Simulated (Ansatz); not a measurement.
P (Pm-3m), an elastic constant from a strain scan

Theory: DFT PBE+D3(BJ), scalar-relativistic, plane waves, PAW in Ansatz 0.2.0. The runs took a 420 eV cutoff, a Γ-centred 24×24×24 mesh and Gaussian smearing (0.15 eV). No spin polarisation. Energies are free energies at this smearing, counted from the undisturbed cell; pressure is positive in compression.

Reference structure (relaxed at this level; this simple cubic form isn't the usual structure):

```
CELL_PARAMETERS angstrom
2.40726 0.00000 0.00000
0.00000 2.40726 0.00000
0.00000 0.00000 2.40737
ATOMIC_POSITIONS crystal
P 0.00000 0.00000 0.00000
```

The cell is strained by ε times the Voigt pattern (0, 0, 0, 0, 1, 0) (xx, yy, zz, yz, xz, xy; engineering shear) with fractional coordinates fixed. The cell holds 1 atom in V0 = 13.95 Å³. The stress column is τ = (1/V0) dE/dε, got from the stress tensor σ (compression positive) at each point as −det(1 + εP) σ : P(1 + εP)⁻¹, with P the pattern as a tensor.

| ε | ΔE (meV/atom) | τ (GPa) |
| --- | --- | --- |
| -0.0525 | 7.736 | -3.612 |
| -0.0450 | 5.573 | -3.013 |
| -0.0375 | 3.799 | -2.424 |
| -0.0300 | 2.398 | -1.875 |
| -0.0225 | 1.339 | -1.375 |
| -0.0150 | 0.594 | -0.909 |
| 0.0000 | 0.000 | 0.000 |
| 0.0150 | 0.594 | 0.909 |
| 0.0225 | 1.339 | 1.375 |
| 0.0300 | 2.398 | 1.875 |
| 0.0375 | 3.799 | 2.424 |
| 0.0450 | 5.573 | 3.013 |
| 0.0525 | 7.736 | 3.612 |
| 0.0600 | ? | ? |

**Question.** Which combination of elastic constants does this scan measure, and how large is it?

**Answer.** For small ε, τ = τ0 + Kε with K = pᵀCp, which for this pattern is C44 in the cubic axes. The parabola through τ at ε = -0.0150, 0 and 0.0150 has slope K = 61 GPa at zero. The energies per cell, E = NΔE, of the same two points give K = 2[E(ε₊)/ε₊ − E(ε₋)/ε₋]/[(ε₊ − ε₋)V0] = 61 GPa, in agreement.

**Question.** Predict the withheld row at ε = 0.0600 from the harmonic law, and compare.

**Answer.** ΔE = V0(τ0 ε + Kε²/2)/N = 9.501 meV/atom and τ = 3.64 GPa. The calculation gives 10.286 meV/atom and 4.19 GPa: the energy lies 8 % above the harmonic value.

In a metal these slopes depend on the k mesh and the smearing.

Cost: 8 runs of about 2.4 core-minutes in all, on Intel Xeon Platinum 8488C (Sapphire Rapids) (shared hosts).